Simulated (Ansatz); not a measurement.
Here is an Ansatz 0.2.0 calculation.

File input.yaml:

```yaml
crystal:
  lattice:
    - [2.8124553515, 0.0, 0.0]
    - [-1.4062276757, 2.4356577814, 0.0]
    - [0.0, 0.0, 4.86685]
  atoms:
    - { symbol: Al, position: [0.3333333333, 0.6666666667, 0.25] }
    - { symbol: Al, position: [0.6666666667, 0.3333333333, 0.75] }
kpoints:
  mp_grid: { grid: [11, 11, 6] }
  band_path:
    path:
      - [0.0, 0.0, 0.0]
      - [0.5, 0.0, 0.0]
      - [0.3333333333, 0.3333333333, 0.0]
      - [0.0, 0.0, 0.0]
      - [0.0, 0.0, 0.5]
      - [0.5, 0.0, 0.5]
      - [0.3333333333, 0.3333333333, 0.5]
      - [0.0, 0.0, 0.5]
    npoints: 8
scf:
  occupations: { method: fermi_dirac, width: 0.05 }
hamiltonian:
  xc: pbesol
  pseudopotentials: { kind: all_electron, lapw: { basis_error: 0.001 } }
output:
  forces: true
  stress: true
  eigenvalues: true
```

Potentials or basis: all-electron LAPW, scalar-relativistic.

Run with:

```bash
$ ansatz run input.yaml --threads 1 --pin off --max-ram 3072MiB --backend cpu --events-out ev --progress --plain --runs-dir out
```

Task: Estimate the band gap along the path.

Result: None (metal or under the smearing width).

Task: Predict the pressure.

Result: -1.3 GPa.

Stress tensor (GPa, compression positive):
```
 0.20  0.00  0.00
 0.00  0.20  0.00
 0.00  0.00 -4.37
```
